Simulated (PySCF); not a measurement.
Level of theory: core-valence-separated Tamm–Dancoff BHandHLYP/aug-pcX-1 (pcseg-1 on H) in PySCF, non-relativistic, gas phase, PBE0-D3(BJ)/def2-SVP geometry. BHandHLYP without relativity tends to put these K edges a few eV too low, so spacings mean more than positions.

Main lines of an unknown, eV (oscillator strength): C K: 283.5 (0.063), 283.7 (0.051), 283.8 (0.089), 283.8 (0.024), 285.9 (0.021). Listed: the first five lines at most of each edge with a tenth or more of its strongest line's intensity; roots within 0.03 eV on the same or equivalent atoms are summed. Only the lowest roots were sought, and the top ones are left out.

Question: Which candidate gives them?
A. `C#CC1CC1`
B. `C1=CCC=C1`
C. `C1=C[C@H]2C[C@@H]12`
D. `C=C=CC=C`

Answer: A. 

- `C#CC1CC1`: C K: 283.5 (0.063), 283.7 (0.051), 283.8 (0.089), 283.8 (0.024), 285.9 (0.021). First C line listed at 283.5 eV, hole on the terminal alkyne carbon (1s→π*).
- `C1=C[C@H]2C[C@@H]12`: C K: 282.6 (0.117), 285.0 (0.040), 285.1 (0.027), 286.1 (0.042), 286.1 (0.016). First C line listed at 282.6 eV, hole on the alkene CH carbon.
- `C=C=CC=C`: C K: 282.4 (0.057), 282.8 (0.052), 283.0 (0.066), 283.1 (0.066), 283.2 (0.056). First C line listed at 282.4 eV, hole on the terminal =CH2 carbon (1s→π*).
- `C1=CCC=C1`: C K: 282.4 (0.112), 282.9 (0.109), 285.8 (0.012), 285.8 (0.033), 285.9 (0.036). First C line listed at 282.4 eV, hole on the alkene CH carbon.

One conformer each; other structures than these candidates weren't tested.
